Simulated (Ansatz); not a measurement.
MgO: energy along a strain

MgO, Fm-3m, a = 4.214 Å. Ansatz: PBEsol, PAW, 420 eV, Γ-centred 10×10×10 mesh on 2 atoms, Gaussian smearing 0.05 eV; no spin polarisation. Cell vectors (Å): 0.000 2.107 2.107; 2.107 0.000 2.107; 2.107 2.107 0.000. The cell is strained by x per cent times the pattern (0 0 1 0 0 0) in the order xx yy zz yz xz xy (engineering shears), with fractional coordinates held. y is the free energy over the start, V0 = 9.355 Å³/atom.

| x (%) | y (meV/atom) |
| --- | --- |
| -6.00 | 39.73 |
| -4.50 | 20.93 |
| -3.00 | 8.72 |
| -1.50 | 2.03 |
| 0.00 | 0.00 |
| 1.50 | 1.82 |
| 3.00 | ? |
| 4.50 | 14.44 |
| 5.25 | 19.08 |
| 6.00 | 24.17 |

Question: Fit y = c2 x² + c3 x³ to the other rows, get the stiffness along the pattern, and predict the missing energy.

Answer: Least squares on the rows shown. y = 0.88306 x² − 0.035977 x³. The clamped-ion stiffness p·C·p = 2 × 8.831 eV × 160.2 / 9.355 Å³ = 302 GPa, which is C33 in these axes (C11 of the cubic crystal). At x = 3.00 the fit asked for gives 6.98 meV/atom. The run gave 6.80 meV/atom, so the fit is 0.18 meV/atom too high, within twice the rms miss on the fitted rows (0.15 meV/atom).